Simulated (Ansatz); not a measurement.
NaH built on the CsCl prototype, relaxed with r2SCAN, was run in the plane-wave code Ansatz under altered settings. All numbers are computed, without spin polarisation but where a row says otherwise.

```xyz
2
Lattice="2.9324 0.0000 0.0000 0.0000 2.9324 0.0000 0.0000 0.0000 2.9324" Properties=species:S:1:pos:R:3 pbc="T T T"
Na    0.0000    0.0000    0.0000
H     1.4662    1.4662    1.4662
```

The base run's other keys:
```yaml
kpoints:
  mp_grid: { grid: [4, 4, 4] }
hamiltonian:
  xc: hse06
scf:
  occupations: { method: fixed }
  n_extra_bands: 4
```

It takes 11 iterations with 485 plane waves at 420 eV and 10 k points, and leaves a mean stress of +0.41 GPa. The gap over this mesh is 1.885 eV.

Outcomes, with energy and stress as changes against the base:

| setting | outcome | ΔF (meV/atom) | Δ mean stress (GPa) | gap on the mesh (eV) | iterations |
| --- | --- | --- | --- | --- | --- |
| PBE hybrid, exx coeff 1.0, omega 0.3 1/Å | converged | – | -1.4 | 3.948 | 18 |
| PBE hybrid, exx coeff 1.5, unscreened | refused | – | – | – | – |
| PBE hybrid, exx coeff 0.75, omega 0.3 1/Å | converged | – | -0.9 | 3.159 | 17 |
| PBE hybrid, exx coeff 0.2, omega 0.1 1/Å | converged | – | +0.1 | 1.966 | 11 |
| scf.mixing.beta: -0.3 | refused | – | – | – | – |
| scf.mixing.preconditioner: resta | converged | 0.0 | 0.0 | 1.885 | 12 |

A dash marks a value that wasn't obtained or can't be compared. Stress is positive in compression.

- PBE hybrid, exx coeff 1.0, omega 0.3 1/Å. That is 100 % exact exchange, screened with ω = 0.3 1/Å, against HSE06's 25 % screened at 0.208 1/Å. The mean stress moves by -1.4 GPa and the gap on the mesh by +2.063 eV (to 3.948). Totals of different functionals aren't comparable.
- PBE hybrid, exx coeff 1.5, unscreened. The input is refused before any iteration. Error: invalid value for `hamiltonian.xc.exx.coeff`: must be finite and in (0, 1]; got 1.5
- PBE hybrid, exx coeff 0.75, omega 0.3 1/Å. That is 75 % exact exchange, screened with ω = 0.3 1/Å, against HSE06's 25 % screened at 0.208 1/Å. The mean stress moves by -0.9 GPa and the gap on the mesh by +1.275 eV (to 3.159). Totals of different functionals aren't comparable.
- PBE hybrid, exx coeff 0.2, omega 0.1 1/Å. That is 20 % exact exchange, screened with ω = 0.1 1/Å, against HSE06's 25 % screened at 0.208 1/Å. The mean stress moves by +0.1 GPa and the gap on the mesh by +0.081 eV (to 1.966). Totals of different functionals aren't comparable. The program warns that on this mesh the truncation of the exchange isn't bounded, so part of the change can be an error of the mesh.
- scf.mixing.beta: -0.3. The program doesn't start. Error: invalid value for `scf.mixing.beta`: must be finite and in (0, 1]; got -0.3

Within 1 meV an atom, 0.1 GPa and 0.005 eV of the base stay: scf.mixing.preconditioner: resta.

The program warns that its thresholds are loose for a hybrid's stress.

The meshes of the hybrids are coarse, so their gaps aren't converged to the digits shown.
